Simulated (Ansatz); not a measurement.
# SiO2 (Fddd) in Ansatz: settings compared

Aim: see how the results for SiO2 move with the level of theory and the settings. Levels: PBE, RPBE+D3(BJ). Tasks: relaxation of cell and atoms.

All numbers are computed with Ansatz 0.2.0; they aren't measurements. Logs are shortened: lines on timing, memory, paths and dates and some standing lists are left out, and cuts for length are marked.

### 1 Starting point

The structure is orthorhombic, space group Fddd (No. 70). Conventional cell: a = 4.719 Å, b = 9.433 Å, c = 14.726 Å, α = 90.00°, β = 90.00°, γ = 90.00°. Si (site symmetry 2) is surrounded by 4 O at 1.60 to 1.62 Å. Around O (site symmetry 2) lie 2 Si at 1.62 Å. O (site symmetry -1) has 2 Si at 1.60 Å as nearest neighbours.

The cell comes from a database or a generator and needn't be the stable form of this composition.

### 2 Relaxation of cell and atoms, PBE

Input file input.yaml:

```yaml
crystal:
  lattice:
    - [0.0, 4.71625711, 7.3627753715]
    - [2.3595806657, 0.0, 7.3627753715]
    - [2.3595806657, 4.71625711, 0.0]
  atoms:
    - { symbol: Si, position: [0.93676892, 0.93676892, 0.56323108] }
    - { symbol: Si, position: [0.68676892, 0.68676892, 0.31323108] }
    - { symbol: Si, position: [0.31323108, 0.31323108, 0.68676892] }
    - { symbol: Si, position: [0.56323108, 0.56323108, 0.93676892] }
    - { symbol: O, position: [0.0634396, 0.4365604, 0.0634396] }
    - { symbol: O, position: [0.4365604, 0.0634396, 0.4365604] }
    - { symbol: O, position: [0.8134396, 0.1865604, 0.8134396] }
    - { symbol: O, position: [0.1865604, 0.8134396, 0.1865604] }
    - { symbol: O, position: [0.125, 0.625, 0.625] }
    - { symbol: O, position: [0.625, 0.625, 0.625] }
    - { symbol: O, position: [0.625, 0.625, 0.125] }
    - { symbol: O, position: [0.625, 0.125, 0.625] }
hamiltonian:
  xc: pbe
  pseudopotentials: { kind: paw }
kpoints:
  mp_grid: { grid: [7, 7, 7] }
scf:
  occupations: { method: fermi_dirac, width: 0.05 }
output:
  forces: true
  stress: true
  eigenvalues: true
relax:
  f_tol: 0.01
  max_steps: 40
  cell: { stress_tol: 0.05 }
```

Potentials or basis: Ansatz PAW.

Run with:

```sh
$ ansatz run input.yaml --threads 4 --pin off --max-ram 11264MiB --backend cpu --events-out ev --progress --plain --runs-dir out
```

What it wrote:

```text
Warning: RAYON_NUM_THREADS=4 ignored (pool sized by the plan → 4); use --threads N
Engine: ansatz 0.2.0, x86_64-unknown-linux-gnu
Pseudopotentials: kind: paw
Pseudopotential: Si, paw, valence charge 4, recommended cutoff 420 eV (normal), Si.paw.azcp
Pseudopotential: O, paw, valence charge 6, recommended cutoff 420 eV (normal), O.paw.azcp
Functional definition: PBE
  parameter kappa = 0.804
  parameter beta = 0.06672455060314922
  exchange = pbe_x(kappa = kappa, mu = beta*pi^2/3)
  correlation = pbe_c(beta = beta)
Crystal: 12 atoms, lattice volume = 163.872 Å³
Basis set: ecut = 420 eV, 3169 PW (Γ), exchange–correlation on 120×108×72 points (8 copies of the dense FFT grid, shifted against one another)
Bands: 44, of which v1, the nominal top of the filled ones, is band 32 counted from 1 (31 counted from 0)
Symmetry: 8 space group operations
Space group: Fddd (ITA 70), of the structure as read, at distance tolerance 5.5e-5 Å
k-points: 64 of 343
Non-local potential: Si, projectors of the file, l = 0: 2, l = 1: 2, l = 2: 2
Non-local potential: O, projectors of the file, l = 0: 2, l = 1: 2, l = 2: 1
PAW form: soft (Blöchl's): semilocal exchange-correlation on the pseudo side does not see the compensation charge
PAW one-centre angular grid: Si, 110 points (default); XC on 64 Gauss nodes
PAW one-centre angular grid: O, 110 points (default); XC on 64 Gauss nodes
Initial density: superposition of atomic densities (neutral atoms: chi_scale 0, normalization atom), corrected by the library's trained network
Initial wavefunctions: pseudopotential atomic-orbital guess
Functional: x = pbe(κ = 0.804, μ = 0.2195149727645171), c = pbe(β = 0.06672455060314922)
SCF iter   1: F=—  HF=-7096.125741 eV  |F-HF|=—  |Δ(HF+E_count)|=         —  Δρ=1.48e-3  dr2=2.61e-3  ethr=1.77e-3  ⟨swp⟩=6.7  Hψ=14603  notcnv=0  defer=118
preconditioner: auto → Resta (q_TF=auto, 2.333 Å⁻¹)  ε∞=2.9  [insulator: Δε(μ)=5.767 eV  Ē_g=16.845 eV  σ=0.050 eV  W_gap=1.00  n_scr=30 (ndim 8)  ℏωp=23.2 eV  f_vac=0.190  D(μ)=0.00/eV (n_scr^D=0)  ε∞_Penn≈2.9]
SCF iter   2: F=—  HF=-7096.128343 eV  |F-HF|=—  |Δ(HF+E_count)|=   2.60e-3  Δρ=6.05e-4  dr2=2.27e-4  ethr=4.07e-6  ⟨swp⟩=2.3  Hψ=5263  notcnv=0  defer=209
SCF iter   3: F=—  HF=-7096.128994 eV  |F-HF|=—  |Δ(HF+E_count)|=   6.52e-4  Δρ=2.89e-4  dr2=7.60e-5  ethr=3.54e-7  ⟨swp⟩=2.9  Hψ=4844  notcnv=0  defer=209
SCF iter   4: F=—  HF=-7096.129191 eV  |F-HF|=—  |Δ(HF+E_count)|=   1.97e-4  Δρ=3.66e-5  dr2=2.04e-6  ethr=1.19e-7  ⟨swp⟩=2.0  Hψ=4299  notcnv=0  defer=209
SCF iter   5: F=—  HF=-7096.129194 eV  |F-HF|=—  |Δ(HF+E_count)|=   3.72e-6  Δρ=1.40e-5  dr2=2.81e-7  ethr=3.19e-9  ⟨swp⟩=2.1  Hψ=3823  notcnv=0  defer=209
[... 104 lines left out ...]
--- Forces (eV/Å), atoms counted from 1 ---
  atom   1  Si    -0.00000000    -0.00000000     0.00019438
  atom   2  Si     0.00000000     0.00000000     0.00019438
  atom   3  Si     0.00000000     0.00000000    -0.00019438
  atom   4  Si    -0.00000000    -0.00000000    -0.00019438
  atom   5  O      0.00000000    -0.00017402    -0.00000000
  atom   6  O      0.00000000     0.00017402    -0.00000000
  atom   7  O     -0.00000000    -0.00017402     0.00000000
  atom   8  O      0.00000000     0.00017402     0.00000000
  atom   9  O      0.00000000     0.00000000    -0.00000000
  atom  10  O      0.00000000     0.00000000    -0.00000000
  atom  11  O     -0.00000000    -0.00000000     0.00000000
  atom  12  O      0.00000000     0.00000000     0.00000000
  max |Σ_I F_I| component: 2.17e-19 eV/Å
--- Stress (GPa, compression-positive) ---
        0.014808       0.000000      -0.000000
        0.000000       0.009387      -0.000000
       -0.000000      -0.000000       0.012313
  P = ⅓ Tr σ = 0.0122 GPa (0.122 kbar)
--- Band table (eV; the first three rows and the last of 64) ---
  k-point 0: bands = ["-17.6833", "-16.7914", "-16.7709", "-15.7452", "-15.7065", "-15.6078", "-15.5820", "-15.5738", "-7.9295", "-6.1273", "-5.2262", "-4.2279", "-4.0845", "-3.6914", "-3.4707", "-3.2682", "-1.4733", "-0.9517", "-0.9262", "-0.9048", "-0.7456", "-0.5432", "-0.4632", "-0.1261", "-0.0929", "0.0150", "0.4665", "0.8528", "0.9847", "1.1567", "1.5469", "1.5885", "7.1869", "9.7910", "9.8775", "10.1173", "10.2523", "11.2875", "11.6722", "11.7177", "12.5743", "12.9694", "13.3099", "13.6454"]
  k-point 1: bands = ["-17.6180", "-16.8800", "-16.6628", "-15.7974", "-15.7207", "-15.6311", "-15.6047", "-15.5964", "-7.7512", "-6.2232", "-5.2816", "-4.1613", "-3.9800", "-3.6910", "-3.5478", "-3.2921", "-1.4946", "-1.2381", "-0.9037", "-0.8759", "-0.5968", "-0.4337", "-0.3529", "-0.2142", "-0.1229", "-0.0412", "0.5558", "0.8335", "0.9323", "1.1700", "1.4612", "1.5281", "7.5237", "9.9688", "10.0755", "10.1654", "10.4644", "11.2477", "11.6717", "11.8116", "12.1578", "12.7385", "12.9651", "13.4642"]
  k-point 2: bands = ["-17.4403", "-16.9290", "-16.5841", "-16.0226", "-15.7306", "-15.6623", "-15.6355", "-15.6142", "-7.3359", "-6.3498", "-5.4034", "-4.2143", "-3.9094", "-3.6396", "-3.5326", "-3.3124", "-1.5345", "-1.4472", "-0.9167", "-0.8382", "-0.7409", "-0.4848", "-0.3045", "-0.1473", "-0.0823", "0.1983", "0.5951", "0.7663", "0.8697", "1.1874", "1.3314", "1.3884", "8.3569", "10.1739", "10.4107", "10.6711", "10.8775", "11.1308", "11.5330", "11.7195", "12.0728", "12.2040", "12.5411", "13.3201"]
  k-point 63: bands = ["-17.4049", "-17.3731", "-16.0965", "-16.0175", "-15.7290", "-15.7140", "-15.5921", "-15.5910", "-7.2574", "-7.1140", "-4.5002", "-4.2301", "-4.0867", "-3.8390", "-3.4748", "-3.4718", "-1.2693", "-1.2237", "-0.9529", "-0.9090", "-0.6862", "-0.6330", "-0.2399", "-0.2231", "-0.0723", "0.0234", "0.7001", "0.8118", "1.0059", "1.1040", "1.3208", "1.4199", "8.5114", "8.5574", "10.3676", "10.4476", "10.8403", "10.8888", "11.3277", "11.5484", "12.4195", "12.4583", "13.1881", "13.4371"]
--- Relaxed structure (6 steps of the walk, 6 accepted, 2 SCFs on fresh bases) ---
  F+E_penalty+E_count = -7096.19920477 eV   max|allowed force component| = 1.944e-4 eV/Å   (the final SCF, on the basis selected at the relaxed cell)
  cell:  # Å, volume = 168.2813 Å³
    - [-7.024256276020376e-18, 4.7609925887258475, 7.427593575514536]
    - [2.379360197775363, 6.151463544942367e-34, 7.427593575514536]
    - [2.379360197775363, 4.7609925887258475, -2.2510939779550653e-18]
  atoms:
    - { symbol: Si, position: [0.9368418730076027, 0.9368418730076029, 0.5631581269923972] }
    - { symbol: Si, position: [0.6868418730076028, 0.6868418730076028, 0.3131581269923972] }
    - { symbol: Si, position: [0.31315812699239726, 0.31315812699239726, 0.6868418730076027] }
    - { symbol: Si, position: [0.5631581269923971, 0.5631581269923973, 0.9368418730076028] }
    - { symbol: O, position: [0.06378614021984744, 0.4362138597801526, 0.06378614021984741] }
    - { symbol: O, position: [0.43621385978015265, 0.06378614021984735, 0.4362138597801526] }
    - { symbol: O, position: [0.8137861402198476, 0.18621385978015237, 0.8137861402198476] }
    - { symbol: O, position: [0.1862138597801526, 0.8137861402198474, 0.1862138597801526] }
    - { symbol: O, position: [0.125, 0.6249999999999999, 0.625] }
    - { symbol: O, position: [0.6250000000000001, 0.6249999999999999, 0.625] }
    - { symbol: O, position: [0.625, 0.625, 0.125] }
    - { symbol: O, position: [0.625, 0.12499999999999983, 0.625] }
```

Run time: 53 s. Hardware: 4 threads of Intel Xeon Platinum 8259CL at 2.50GHz (Skylake/Cascade Lake), shared host; peak memory 0.84 GiB.

What came out:

```
Free energy                            : -7096.1992 eV
Relaxed volume                         : 14.02 Å³/atom
Relaxed cell                           : a = 8.822 Å, b = 7.799 Å, c = 5.322 Å, α = 82.16°, β = 61.14°, γ = 36.70°
Space group after relaxing (to 0.05 Å) : Fddd (No. 70)
Energy gained by relaxing              : 5.8 meV/atom
Ionic steps                            : 8
Pressure after relaxing                : 0.0 GPa
Band gap on the k mesh                 : 5.60 eV, direct
```

The path:
| step | energy change (eV) | largest force (eV/Å) | volume (Å³) |
| --- | --- | --- | --- |
| 1 | 0.0000 | 0.3660 | 163.87 |
| 2 | -0.0414 | 0.2129 | 166.01 |
| 3 | -0.0520 | 0.0469 | 168.19 |
| 4 | -0.0530 | 0.0513 | 168.00 |
| 5 | -0.0530 | 0.0001 | 168.04 |
| 6 | -0.0698 | 0.0002 | 168.04 |
| 7 | -0.0691 | 0.0003 | 168.28 |
| 8 | -0.0700 | 0.0002 | 168.28 |

Final structure:
```yaml
crystal:
  lattice:
    - [0.00000, 4.76099, 7.42759]
    - [2.37936, 0.00000, 7.42759]
    - [2.37936, 4.76099, 0.00000]
  atoms:
    - { symbol: Si, position: [0.93684, 0.93684, 0.56316] }
    - { symbol: Si, position: [0.68684, 0.68684, 0.31316] }
    - { symbol: Si, position: [0.31316, 0.31316, 0.68684] }
    - { symbol: Si, position: [0.56316, 0.56316, 0.93684] }
    - { symbol: O, position: [0.06379, 0.43621, 0.06379] }
    - { symbol: O, position: [0.43621, 0.06379, 0.43621] }
    - { symbol: O, position: [0.81379, 0.18621, 0.81379] }
    - { symbol: O, position: [0.18621, 0.81379, 0.18621] }
    - { symbol: O, position: [0.12500, 0.62500, 0.62500] }
    - { symbol: O, position: [0.62500, 0.62500, 0.62500] }
    - { symbol: O, position: [0.62500, 0.62500, 0.12500] }
    - { symbol: O, position: [0.62500, 0.12500, 0.62500] }
```

Caveat: odd divisions of the mesh miss points on the zone boundary, where band edges often lie, so the gap on the mesh can be too wide; the plane-wave basis is chosen anew once the cell has moved, so the energies of steps on either side of that aren't comparable; the pressure holds a Pulay correction of +0.5 GPa for the finite cutoff. A k mesh can miss the band edges.

### 3 Relaxation of cell and atoms, RPBE+D3(BJ)

Changes to input.yaml since step 2:

```diff
@@ -19,4 +19,5 @@
 hamiltonian:
-  xc: pbe
+  xc: rpbe
   pseudopotentials: { kind: paw }
+  dispersion: d3bj
 kpoints:
```

Potentials or basis: Ansatz PAW.

Run with:

```sh
$ ansatz run input.yaml --threads 4 --pin off --max-ram 11264MiB --backend cpu --events-out ev --progress --plain --runs-dir out
```

What it wrote:

```text
Warning: RAYON_NUM_THREADS=4 ignored (pool sized by the plan → 4); use --threads N
[... 4 set-up lines as earlier in the session ...]
Functional definition: RPBE
[... 2 set-up lines as earlier in the session ...]
  exchange = rpbe_x(kappa = kappa, mu = beta*pi^2/3)
[... 137 lines left out ...]
  k-point 1: bands = ["-17.4043", "-16.6558", "-16.4379", "-15.5408", "-15.4842", "-15.4287", "-15.3915", "-15.3772", "-7.3532", "-5.8639", "-4.8473", "-3.8335", "-3.6137", "-3.2750", "-3.1071", "-2.8930", "-1.1985", "-0.9039", "-0.6017", "-0.5267", "-0.3533", "-0.0895", "0.0104", "0.1579", "0.2612", "0.3288", "0.8865", "1.1357", "1.3202", "1.4801", "1.7894", "1.8416", "8.1899", "10.6098", "10.6722", "10.7983", "11.1055", "11.5394", "12.3629", "12.6723", "12.9742", "13.4035", "13.5341", "14.1321"]
  k-point 2: bands = ["-17.2228", "-16.7075", "-16.3632", "-15.7827", "-15.4868", "-15.4502", "-15.4166", "-15.3939", "-6.9436", "-5.9907", "-5.0207", "-3.8783", "-3.4894", "-3.2269", "-3.1129", "-2.9058", "-1.2416", "-1.1256", "-0.6114", "-0.5322", "-0.3844", "-0.1505", "0.0217", "0.2268", "0.3026", "0.5665", "0.9399", "1.1165", "1.2082", "1.5053", "1.6546", "1.7189", "9.0370", "10.8486", "11.0761", "11.2408", "11.4573", "11.6584", "12.1676", "12.4112", "12.7935", "12.9371", "13.2608", "13.9166"]
  k-point 63: bands = ["-17.1881", "-17.1555", "-15.8618", "-15.7896", "-15.4843", "-15.4742", "-15.3876", "-15.3859", "-6.8689", "-6.7205", "-4.1128", "-3.8218", "-3.7427", "-3.4698", "-3.0524", "-3.0521", "-0.9643", "-0.9216", "-0.6099", "-0.5686", "-0.3637", "-0.3401", "0.1248", "0.1278", "0.3091", "0.3953", "1.0439", "1.1443", "1.3214", "1.4199", "1.6430", "1.7598", "9.1903", "9.2291", "10.9423", "11.0330", "11.5324", "11.5653", "11.8269", "11.9825", "13.1556", "13.2356", "13.9518", "14.1273"]
--- Relaxed structure (6 steps of the walk, 6 accepted, 1 SCFs on fresh bases) ---
  F+E_penalty+E_count = -7127.56836775 eV   max|allowed force component| = 2.604e-3 eV/Å   (the final SCF, on the basis selected at the relaxed cell)
  cell:  # Å, volume = 164.2139 Å³
    - [7.7004180354228e-19, 4.735031341422388, 7.365477981595032]
    - [2.3542689795732334, 1.1703145460192512e-33, 7.365477981595032]
    - [2.3542689795732334, 4.735031341422388, 2.4677864796098374e-19]
  atoms:
    - { symbol: Si, position: [0.9372717981114678, 0.9372717981114678, 0.5627282018885322] }
    - { symbol: Si, position: [0.6872717981114678, 0.6872717981114678, 0.31272820188853223] }
    - { symbol: Si, position: [0.31272820188853234, 0.31272820188853234, 0.6872717981114677] }
    - { symbol: Si, position: [0.5627282018885321, 0.5627282018885321, 0.9372717981114679] }
    - { symbol: O, position: [0.06799715178614144, 0.4320028482138585, 0.06799715178614149] }
    - { symbol: O, position: [0.4320028482138586, 0.06799715178614138, 0.4320028482138586] }
    - { symbol: O, position: [0.8179971517861415, 0.18200284821385831, 0.8179971517861415] }
    - { symbol: O, position: [0.18200284821385848, 0.8179971517861414, 0.18200284821385854] }
    - { symbol: O, position: [0.12500000000000006, 0.625, 0.625] }
    - { symbol: O, position: [0.6249999999999999, 0.6249999999999999, 0.6250000000000001] }
    - { symbol: O, position: [0.625, 0.6249999999999998, 0.1250000000000001] }
    - { symbol: O, position: [0.625, 0.125, 0.625] }
```

It took 46 s on 4 threads of Intel Xeon Platinum 8259CL at 2.50GHz (Skylake/Cascade Lake), shared host; peak memory 0.83 GiB.

Results:

```
Free energy                            : -7127.5684 eV
Relaxed volume                         : 13.68 Å³/atom
Relaxed cell                           : a = 8.756 Å, b = 7.733 Å, c = 5.288 Å, α = 82.21°, β = 61.04°, γ = 36.75°
Space group after relaxing (to 0.05 Å) : Fddd (No. 70)
Energy gained by relaxing              : 4.3 meV/atom
Ionic steps                            : 7
Pressure after relaxing                : 0.0 GPa
Band gap on the k mesh                 : 5.96 eV, direct
```

Forces in eV/Å, atoms in the order of the input:
```
Si   0.000  0.000 -0.003
Si   0.000  0.000 -0.003
Si   0.000  0.000  0.003
Si   0.000  0.000  0.003
O    0.000  0.000  0.000
O    0.000  0.000  0.000
O    0.000  0.000  0.000
O    0.000  0.000  0.000
O    0.000  0.000  0.000
O    0.000  0.000  0.000
O    0.000  0.000  0.000
O    0.000  0.000  0.000
```

The path:
```tsv
step	energy change (eV)	largest force (eV/Å)	volume (Å³)
1	0.0000	0.5057	163.87
2	-0.0207	0.3754	164.56
3	-0.0436	0.0696	165.10
4	-0.0494	0.0264	164.38
5	-0.0500	0.0175	164.23
6	-0.0501	0.0028	164.21
7	-0.0511	0.0026	164.21
```

Final structure:
```
CELL_PARAMETERS angstrom
0.00000 4.73503 7.36548
2.35427 0.00000 7.36548
2.35427 4.73503 0.00000
ATOMIC_POSITIONS crystal
Si 0.93727 0.93727 0.56273
Si 0.68727 0.68727 0.31273
Si 0.31273 0.31273 0.68727
Si 0.56273 0.56273 0.93727
O 0.06800 0.43200 0.06800
O 0.43200 0.06800 0.43200
O 0.81800 0.18200 0.81800
O 0.18200 0.81800 0.18200
O 0.12500 0.62500 0.62500
O 0.62500 0.62500 0.62500
O 0.62500 0.62500 0.12500
O 0.62500 0.12500 0.62500
```

Caveat: odd divisions of the mesh miss points on the zone boundary, where band edges often lie, so the gap on the mesh can be too wide; the plane-wave basis is chosen anew once the cell has moved, so the energies of steps on either side of that aren't comparable; the pressure holds a Pulay correction of +0.5 GPa for the finite cutoff; the PAW data sets come from PBE, with cores solved anew for the run's functional, which leaves a small shift of forces and pressure. A k mesh can miss the band edges.
